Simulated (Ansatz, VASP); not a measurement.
# Cl: VASP beside Ansatz

```
Cl
1.0
     3.08080   -2.20407    0.00000
     3.08080    2.20407    0.00000
     0.00000    0.00000    8.04240
Cl
4
Cartesian
  3.0808 0.5731 3.2170
  3.0808 1.6310 7.2382
  3.0808 -0.5731 4.8254
  3.0808 -1.6310 0.8042
```

Alike in both runs: task single point; functional PBE; k mesh 7 × 7 × 4; occupations fermi-dirac, width 0.05 eV; no spin polarisation.

```csv
,VASP,Ansatz
version,VASP 6.6.1,Ansatz 0.2.0
potentials or method,"VASP PAW PBE potentials, release 64 (Cl)",Ansatz PAW
plane-wave cutoff (eV),520,420
valence electrons in the cell,28,28
```

```tsv
	VASP	Ansatz	Ansatz less VASP
gap on the k mesh at the Fermi level (eV)	2.77	2.72	-0.052
least direct gap on the mesh (eV)	2.84	2.79	-0.052
pressure (GPa)	2.2	2.7	+0.47
largest component of the traceless stress (GPa)	0.76	1.17	+0.412
rms of the force components (eV/Å)	0.345	0.473	+0.1285
```

Atom by atom the forces differ by 0.129 eV/Å (rms over components). With one functional, cell and mesh, what is left measures potentials, basis and numerics.

Caveats: an odd mesh through Γ misses points on the zone boundary, where band edges often lie (VASP); odd divisions of the mesh miss points on the zone boundary, where band edges often lie, so the gap on the mesh can be too wide (Ansatz).
